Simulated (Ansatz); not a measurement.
# Al2Pt (Fm-3m) in Ansatz: a series of runs, part 2 of 2

Ansatz 0.2.0. Earlier steps stand in the parts before.

**3. Relaxation of cell and atoms, PBE+D3(BJ)-ATM**

input.yaml

```yaml
crystal:
  lattice:
    - [0.0, 2.955, 2.955]
    - [2.955, 0.0, 2.955]
    - [2.955, 2.955, 0.0]
  atoms:
    - { symbol: Pt, position: [0.0, 0.0, 0.0] }
    - { symbol: Al, position: [0.75, 0.75, 0.75] }
    - { symbol: Al, position: [0.25, 0.25, 0.25] }
hamiltonian:
  xc: pbe
  pseudopotentials: { kind: paw }
  dispersion: d3bjatm
kpoints:
  mp_grid: { grid: [8, 8, 8] }
scf:
  occupations: { method: fermi_dirac, width: 0.05 }
output:
  forces: true
  stress: true
  eigenvalues: true
relax:
  f_tol: 0.01
  max_steps: 40
  cell: { stress_tol: 0.05 }
```

Potentials or basis: Ansatz PAW.

Launch:

```console
> ansatz run input.yaml --threads 2 --pin off --max-ram 5632MiB --backend cpu --events-out ev --progress --plain --runs-dir out
```

Standard output:

```text
Warning: RAYON_NUM_THREADS=2 ignored (pool sized by the plan → 2); use --threads N
Engine: ansatz 0.2.0, aarch64-unknown-linux-gnu
Pseudopotentials: kind: paw
Pseudopotential: Pt, paw, valence charge 18, recommended cutoff 420 eV (normal), Pt.paw.azcp
Pseudopotential: Al, paw, valence charge 3, recommended cutoff 420 eV (normal), Al.paw.azcp
Functional definition: PBE
  parameter kappa = 0.804
  parameter beta = 0.06672455060314922
  exchange = pbe_x(kappa = kappa, mu = beta*pi^2/3)
  correlation = pbe_c(beta = beta)
Crystal: 3 atoms, lattice volume = 51.606 Å³
Basis set: ecut = 420 eV, 965 PW (Γ), exchange–correlation on 60×60×60 points (8 copies of the dense FFT grid, shifted against one another)
Bands: 16, of which v1, the nominal top of the filled ones, is band 12 counted from 1 (11 counted from 0)
Symmetry: 48 space group operations
Space group: Fm-3m (ITA 225), of the structure as read, at distance tolerance 3.7e-5 Å
k-points: 29 of 512
Non-local potential: Pt, projectors of the file, l = 0: 3, l = 1: 2, l = 2: 2, l = 3: 1
Non-local potential: Al, projectors of the file, l = 0: 2, l = 1: 2, l = 2: 1
PAW form: soft (Blöchl's): semilocal exchange-correlation on the pseudo side does not see the compensation charge
PAW one-centre angular grid: Pt, 590 points (default); XC on 64 Gauss nodes
PAW one-centre angular grid: Al, 110 points (default); XC on 64 Gauss nodes
Initial density: superposition of atomic densities (neutral atoms: chi_scale 0, normalization atom), corrected by the library's trained network
Initial wavefunctions: pseudopotential atomic-orbital guess
Functional: x = pbe(κ = 0.804, μ = 0.2195149727645171), c = pbe(β = 0.06672455060314922)
SCF iter   1: F=—  HF=-13601.838838 eV  |F-HF|=—  |Δ(HF+E_count)|=         —  Δρ=1.58e-3  dr2=1.43e-3  ethr=1.77e-3  ⟨swp⟩=5.9  Hψ=2440  notcnv=0
preconditioner: auto → Kerker (q_TF=auto, 2.401 Å⁻¹)  [metal: Δε(μ)=0.097 eV  Ē_g=8.310 eV  σ=0.050 eV  W_gap=0.43  n_scr=14 (ndim 8)  ℏωp=20.7 eV  f_vac=0.001  D(μ)=1.50/eV (n_scr^D=14)]
SCF iter   2: F=—  HF=-13601.839129 eV  |F-HF|=—  |Δ(HF+E_count)|=   2.91e-4  Δρ=8.08e-4  dr2=2.98e-4  ethr=5.96e-6  ⟨swp⟩=2.1  Hψ=863  notcnv=0
SCF iter   3: F=—  HF=-13601.839166 eV  |F-HF|=—  |Δ(HF+E_count)|=   3.73e-5  Δρ=1.99e-4  dr2=2.01e-5  ethr=1.24e-6  ⟨swp⟩=2.2  Hψ=669  notcnv=0
SCF iter   4: F=—  HF=-13601.839138 eV  |F-HF|=—  |Δ(HF+E_count)|=   2.81e-5  Δρ=4.18e-5  dr2=6.87e-7  ethr=8.36e-8  ⟨swp⟩=2.6  Hψ=675  notcnv=0
iter 5 did not close the SCF: its close was put off for the readings that it lacked (scf_convergence_deferred on its scf_iter line)
[... 37 lines left out ...]
basis re-selected at this cell: Δ(F+E_penalty+E_count) = +1.349e-4 eV, ΔP = -0.002 GPa vs the last step (what re-selecting the basis moved, of the pressure what is left beyond the Pulay correction that the steps carried, after the strain that the cell walked since its last selection, with what the two solves' SCF thresholds leave and, on support functions, any second-order correction that the steps lacked; it is no measure of the basis error at this ecutwfc). This SCF's stress stands 7.05e-3 GPa from its target on what of the cell is left free (relax.cell.stress_tol is 5.00e-2 GPa) and its largest allowed force component is 5.55e-17 eV/Å (relax.f_tol is 1.00e-2 eV/Å): within both
SCF converged after 6 iterations
Free energy (F): -13601.840627 eV
Harris-Foulkes:  -13601.840627 eV  (|F-HF|=1.82e-12)
Internal energy: -13601.828205 eV  (E = F + TS)
E sigma→0 (E₀):  -13601.834416 eV
Entropy (-TS):   -0.012421 eV (-4.140 meV/atom)
Fermi energy:    11.492388 eV
--- Per-component energies (eV) ---
  E_band       = -308.759752
  E_kinetic    = 687.697847
  E_local      = -2691.691449  (includes V_loc(G=0)·N_el)
  E_nonlocal   = 217.568511
  E_hartree    = 1069.337647
  E_xc         = -343.748985
  E_vxc        = -364.069309  (∫ρ·V_xc dr)
  E_paw        = -10388.832659  (= ΣΔE_a)
  E_vpaw       = -296.940886  (= ΣTr[D̂ρ^β])
  E_aug_tail   = 0.000187  (compensation charges beyond the density's cutoff)
  E_ewald      = -2150.964480
  E_disp       = -1.194823  (pairwise vdW)
  E_smearing   = -0.012421  (= −TS)
  E_closure    = -0.000000  (closes the sum)
  Σ components = -13601.840627   (vs F -13601.840627, Δ=0.00e0)
--- Forces (eV/Å), atoms counted from 1 ---
  atom   1  Pt    -0.00000000     0.00000000     0.00000000
  atom   2  Al     0.00000000    -0.00000000    -0.00000000
  atom   3  Al    -0.00000000     0.00000000     0.00000000
  max |Σ_I F_I| component: 2.78e-17 eV/Å
--- Stress (GPa, compression-positive) ---
       -0.007054       0.000000       0.000000
        0.000000      -0.007054       0.000000
        0.000000       0.000000      -0.007054
  P = ⅓ Tr σ = -0.0071 GPa (-0.071 kbar)
--- Band table (eV; the first three rows and the last of 29) ---
  k-point 0: bands = ["-87.3647", "-41.6011", "-41.6011", "-41.6011", "1.2391", "6.4212", "6.4212", "6.4212", "7.7830", "7.7830", "14.5446", "15.3386", "15.3386", "15.3386", "16.9779", "16.9779"]
  k-point 1: bands = ["-87.3647", "-41.6015", "-41.6011", "-41.6011", "1.4551", "6.2966", "6.4920", "6.4920", "7.7604", "7.7604", "13.1766", "14.7943", "14.7943", "14.8732", "17.4709", "17.5078"]
  k-point 2: bands = ["-87.3647", "-41.6024", "-41.6013", "-41.6013", "2.0769", "6.0023", "6.6401", "6.6401", "7.7662", "7.7662", "10.6351", "13.8050", "13.8050", "15.3151", "16.9895", "17.0279"]
  k-point 28: bands = ["-87.3647", "-41.6029", "-41.6029", "-41.6020", "5.4688", "5.4688", "6.0954", "6.3801", "7.7051", "8.2321", "8.7196", "8.7196", "10.6308", "16.7524", "16.7524", "17.7082"]
--- Relaxed structure (3 steps of the walk, 3 accepted, 1 SCFs on fresh bases) ---
  F+E_penalty+E_count = -13601.84062665 eV   max|allowed force component| = 5.551e-17 eV/Å   (the final SCF, on the basis selected at the relaxed cell)
  cell:  # Å, volume = 51.1891 Å³
    - [2.038148813158236e-34, 2.947015759370622, 2.947015759370622]
    - [2.947015759370622, -4.7132191304284215e-34, 2.947015759370622]
    - [2.947015759370622, 2.947015759370622, -2.038148813158237e-34]
  atoms:
    - { symbol: Pt, position: [-1.650598271746851e-35, 5.55857001539428e-36, 8.924828701561807e-36] }
    - { symbol: Al, position: [0.75, 0.75, 0.75] }
    - { symbol: Al, position: [0.25, 0.25, 0.25] }
```

It took 4 s on 2 threads of Arm Neoverse V1, shared host; peak memory 0.32 GiB.

Results:

* Free energy: -13601.8406 eV
* Relaxed volume: 17.06 Å³/atom
* Relaxed cell: a = 4.168 Å, b = 4.168 Å, c = 4.168 Å, α = 60.00°, β = 60.00°, γ = 60.00°
* Space group after relaxing (to 0.05 Å): Fm-3m (No. 225)
* Energy gained by relaxing: 0.5 meV/atom
* Ionic steps: 4
* Pressure after relaxing: 0.0 GPa
* Band gap on the k mesh: none (metal or under the smearing width)

Step by step:
```
step  energy change (eV)  largest force (eV/Å)  volume (Å³)
   1              0.0000                0.0000        51.61
   2             -0.0015                0.0000        51.06
   3             -0.0016                0.0000        51.19
   4             -0.0015                0.0000        51.19
```

Final structure:
```
Pt Al
1.0
     0.00000    2.94702    2.94702
     2.94702    0.00000    2.94702
     2.94702    2.94702    0.00000
Pt Al
1 2
Direct
  0.00000 0.00000 0.00000
  0.75000 0.75000 0.75000
  0.25000 0.25000 0.25000
```

Caveat: the plane-wave basis is chosen anew once the cell has moved, so the energies of steps on either side of that aren't comparable; pairwise dispersion overbinds metals, which lowers pressure and volume. The run has no spin-orbit coupling, so splittings on Pt are missing.

**4. Relaxation of cell and atoms, PBE+D4**

Changes to input.yaml since step 3:

```diff
@@ -12,3 +12,3 @@
   pseudopotentials: { kind: paw }
-  dispersion: d3bjatm
+  dispersion: d4
 kpoints:
```

Launch:

```console
> ansatz run input.yaml --threads 2 --pin off --max-ram 5632MiB --backend cpu --events-out ev --progress --plain --runs-dir out
```

Run time: 4 s. Hardware: 2 threads of Arm Neoverse V1, shared host; peak memory 0.32 GiB.

The run converged. Its results:

```yaml
Free_energy: -13601.9588 eV
Relaxed_volume: 17.02 Å³/atom
Relaxed_cell: a = 4.164 Å, b = 4.164 Å, c = 4.164 Å, α = 60.00°, β = 60.00°, γ = 60.00°
Space_group_after_relaxing_to_0.05_Å: Fm-3m (No. 225)
Energy_gained_by_relaxing: 0.9 meV/atom
Ionic_steps: 4
Pressure_after_relaxing: 0.0 GPa
Band_gap_on_the_k_mesh: none (metal or under the smearing width)
```

Step by step:
| step | energy change (eV) | largest force (eV/Å) | volume (Å³) |
| --- | --- | --- | --- |
| 1 | 0.0000 | 0.0000 | 51.61 |
| 2 | -0.0025 | 0.0000 | 50.89 |
| 3 | -0.0027 | 0.0000 | 51.06 |
| 4 | -0.0026 | 0.0000 | 51.06 |

Final structure:
```
CELL_PARAMETERS angstrom
0.00000 2.94456 2.94456
2.94456 0.00000 2.94456
2.94456 2.94456 0.00000
ATOMIC_POSITIONS crystal
Pt 0.00000 0.00000 0.00000
Al 0.75000 0.75000 0.75000
Al 0.25000 0.25000 0.25000
```

Levels at points of the mesh, in eV from the Fermi level:
```
             k point  band 9  band 10  band 11  band 12  band 13  band 14  band 15  band 16
  (0.00, 0.00, 0.00)   -3.72    -3.72     3.07     3.85     3.85     3.85     5.50     5.50
 (0.00, 0.00, -0.50)   -3.71    -3.49    -3.49     1.04     1.04     3.82     5.22     5.22
(0.00, -0.50, -0.50)   -3.80    -3.42    -3.21    -1.60    -1.60     3.25     3.42     8.06
```

Caveat: the plane-wave basis is chosen anew once the cell has moved, so the energies of steps on either side of that aren't comparable; pairwise dispersion overbinds metals, which lowers pressure and volume. Spin-orbit coupling is left out, which matters for the levels of Pt.

**5. The runs side by side**

```csv
level,gap on the mesh (eV),pressure (GPa),relaxed volume (Å³/atom)
PBE+D3(BJ),none,0.0,16.99
PBE+D3(BJ)-ATM,none,0.0,17.06
PBE+D4,none,0.0,17.02
```

Alike in all rows: task relaxation of cell and atoms; potentials or basis Ansatz PAW; no spin polarisation; cell relaxed; k mesh 8 × 8 × 8; cutoff (eV) 420; smearing fermi-dirac 0.05 eV.

Caveats: the plane-wave basis is chosen anew once the cell has moved, so the energies of steps on either side of that aren't comparable; pairwise dispersion overbinds metals, which lowers pressure and volume.

Absolute energies hang on the potentials; compare differences alone.
